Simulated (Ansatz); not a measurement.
TaC, space group Fm-3m, a point defect in a supercell

Computed with Ansatz's Python interface.

Run as a notebook:

In [1]:
```python
import warnings

import ansatz as az
import numpy as np
```

In [2]:
```python
warnings.simplefilter("ignore", az.DeckWarning)
```

In [3]:
```python
lattice = az.Lattice.of(
    [0.0, 2.223, 2.223],
    [2.223, 0.0, 2.223],
    [2.223, 2.223, 0.0],
)
sites = [
    ("Ta", [0.0, 0.0, 0.0]),
    ("C", [0.5, 0.5, 0.5]),
]
structure = az.Crystal(lattice=lattice)
for symbol, position in sites:
    structure = structure.atom(symbol, position)
host = structure.supercell(2)
defective = host.vacancy("C", at=[0.5, 0.5, 0.5])
```

In [4]:
```python
def with_settings(structure):
    return (
        structure.calculation()
        .occupations("methfessel_paxton", width=0.15)
        .mixing("msr1", preconditioner="resta")
        .accuracy("medium")
        .kpoints(3, 3, 3, center="gamma")
        .basis(20 * az.Ry, xc_grid=3)
        .functional("pbe")
        .scf(max_iterations=100, extra_bands=16)
        .band_table()
    )


perfect = with_settings(host).run().report
setup = (
    with_settings(defective)
    .relax(force_tolerance=0.05, max_steps=40)
)
res = setup.run()
summary = res.report
```

In [5]:
```python
[(site.symbol, site.position_frac.round(4).tolist()) for site in res.lattice.sites]
```
Out [5]:
```text
[(<Element.TA: 'Ta'>, [-0.0, -0.0, 0.0]), (<Element.TA: 'Ta'>, [-0.0024, -0.0024, 0.5024]),
 (<Element.C: 'C'>, [0.25, 0.25, 0.75]), (<Element.TA: 'Ta'>, [-0.0024, 0.5024, -0.0024]),
 (<Element.C: 'C'>, [0.25, 0.75, 0.25]), (<Element.TA: 'Ta'>, [-0.0024, 0.5024, 0.5024]),
 (<Element.C: 'C'>, [0.25, 0.75, 0.75]), (<Element.TA: 'Ta'>, [0.5024, -0.0024, -0.0024]),
 (<Element.C: 'C'>, [0.75, 0.25, 0.25]), (<Element.TA: 'Ta'>, [0.5024, -0.0024, 0.5024]),
 (<Element.C: 'C'>, [0.75, 0.25, 0.75]), (<Element.TA: 'Ta'>, [0.5024, 0.5024, -0.0024]),
 (<Element.C: 'C'>, [0.75, 0.75, 0.25]), (<Element.TA: 'Ta'>, [0.5, 0.5, 0.5]),
 (<Element.C: 'C'>, [0.75, 0.75, 0.75])]
```

In [6]:
```python
summary["kpoints_frac"][:4]
```
Out [6]:
```text
[[0.0, 0.0, 0.0], [0.0, 0.0, 0.3333333333333333], [0.0, 0.3333333333333333, 0.3333333333333333],
 [0.0, 0.3333333333333333, -0.33333333333333337]]
```

In [7]:
```python
n_host, n_defect = len(perfect["lattice"]["sites"]), len(summary["lattice"]["sites"])
print(f"perfect cell: {n_host} atoms, F = {perfect['free_energy_ev']:.4f} eV")
print(f"defect cell:  {n_defect} atoms, F = {summary['free_energy_ev']:.4f} eV")
print(f"difference {summary['free_energy_ev'] - perfect['free_energy_ev']:.4f} eV (no chemical potentials)")
```
```text
perfect cell: 16 atoms, F = -81472.3396 eV
defect cell:  15 atoms, F = -81221.2187 eV
difference 251.1209 eV (no chemical potentials)
```

In [8]:
```python
pull = np.linalg.norm(summary["forces_ev_ang"], axis=1)
for atom in np.argsort(-pull)[:5]:
    print(f"force on {res.lattice.sites[atom].symbol}{atom}: {pull[atom]:.3f} eV/A")

for site in res.lattice.sites:
    print(f"{site.symbol:2s}", " ".join(f"{v:8.4f}" for v in site.position_ang))
```
```text
force on Ta1: 0.008 eV/A
force on Ta11: 0.008 eV/A
force on Ta3: 0.008 eV/A
force on Ta9: 0.008 eV/A
force on Ta7: 0.008 eV/A
Ta  -0.0000  -0.0000  -0.0000
Ta   2.2230   2.2230  -0.0215
C    4.4460   4.4460   2.2230
Ta   2.2230  -0.0215   2.2230
C    4.4460   2.2230   4.4460
Ta   4.4675   2.2230   2.2230
C    6.6690   4.4460   4.4460
Ta  -0.0215   2.2230   2.2230
C    2.2230   4.4460   4.4460
Ta   2.2230   4.4675   2.2230
C    4.4460   6.6690   4.4460
Ta   2.2230   2.2230   4.4675
C    4.4460   4.4460   6.6690
Ta   4.4460   4.4460   4.4460
C    6.6690   6.6690   6.6690
```

Reading the output:
- The settings weren't tested for convergence.
- The cutoff lies under the one recommended for these potentials.
- The mesh is modest for a metal, so energies can be off by several to tens of meV an atom and pressures by half a GPa or more; differences at equal mesh fare better.
- Of the deposited cell: the entry's cell lengths or inner coordinates differ somewhat from later room-temperature determinations.
- The difference holds no chemical potentials.
- Errors of mesh and smearing per atom add up over the supercell, so the energy can be off by tenths of an eV.
- Spin-orbit coupling, which matters for elements this heavy, is left out.
- The starting cell is as deposited in a crystallographic database; the results hold for this polymorph, which needn't be the stable one.
- The supercell is small, so the defect meets its images and the energies aren't those of an isolated defect; a partly filled defect level may also lower its energy by spin or distortion. For a charged cell the difference holds no correction, alignment or term for the electrons' reservoir.
- The script silences the warnings on its input, which a real study should read.
- Timing: 13 s on 1 thread of Arm Neoverse V1, on a shared host, peak memory 0.48 GiB.
